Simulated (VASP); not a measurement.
Wanted: the native input for a VASP 6.6.1 run.

```
Task                   : single point
Functional             : BLYP
Potentials or basis    : VASP PAW PBE potentials, release 64 (Zn, Cu)
Cutoff                 : 520 eV
k mesh                 : 9 × 9 × 9
Occupations            : fermi-dirac, width 0.1 eV
Spin                   : no spin polarisation
Further INCAR settings : ALGO = Normal; EDIFF = 1e-06
```

The structure of ZnCu lies in POSCAR:

```
ZnCu
1.0
    2.9855125900     -0.0591692600     -0.0656766400
   -0.0591692600      2.9733887900      0.1341699900
   -0.0656766400      0.1341699900      2.8760986300
Zn Cu
1 1
Direct
    0.4999138600      0.4939109900      0.4992295400
    0.0000861400      0.0060890100      0.0007704600
```

The cell isn't the ideal one: cell sheared at random, sigma 0.1, atoms nudged by 0.01 Å.

The input as run:

INCAR

```
SYSTEM = ZnCu
PREC     = Accurate       ! precision mode
ENCUT    = 520            ! plane-wave cutoff, eV
EDIFF    = 1E-6           ! SCF threshold, eV
ISMEAR   = -1             ! smearing method
SIGMA    = 0.1            ! smearing width, eV
LREAL    = .False.        ! projectors in reciprocal space
LASPH    = .True.         ! aspherical terms in the spheres
NELM     = 60             ! most SCF steps
ALGO     = Normal         ! electronic algorithm
ISIF     = 2              ! what is computed and relaxed
LWAVE    = .False.        ! write WAVECAR
LCHARG   = .True.         ! write CHGCAR
GGA      = B5             ! functional
ALDAX    = 1.0          
AGGAX    = 1.0          
AGGAC    = 1.0          
ALDAC    = 0.0          
LELF     = .True.         ! ELF
LVHAR    = .True.
```

KPOINTS

```
regular mesh
0
Gamma
  9 9 9
  0 0 0
```

Potentials or basis: VASP PAW PBE potentials, release 64 (Zn, Cu).

Command:

```sh
$ cat potpaw_PBE.64/Zn/POTCAR potpaw_PBE.64/Cu/POTCAR > POTCAR
$ mpirun -np 1 vasp_std > vasp.out
```

It gave:

- Pressure: 12.2 GPa
- Largest force: 0.176 eV/Å
- Band gap on the k mesh: none (metal or under the smearing width)

Caveat: the PAW data sets were made with another functional, which shifts forces and pressure a little.

Run time: 71 s on 1 thread of Intel(R) Xeon(R) Platinum 8259CL CPU @ 2.50GHz (Skylake/Cascade Lake), on a shared host, peak memory 0.27 GiB.
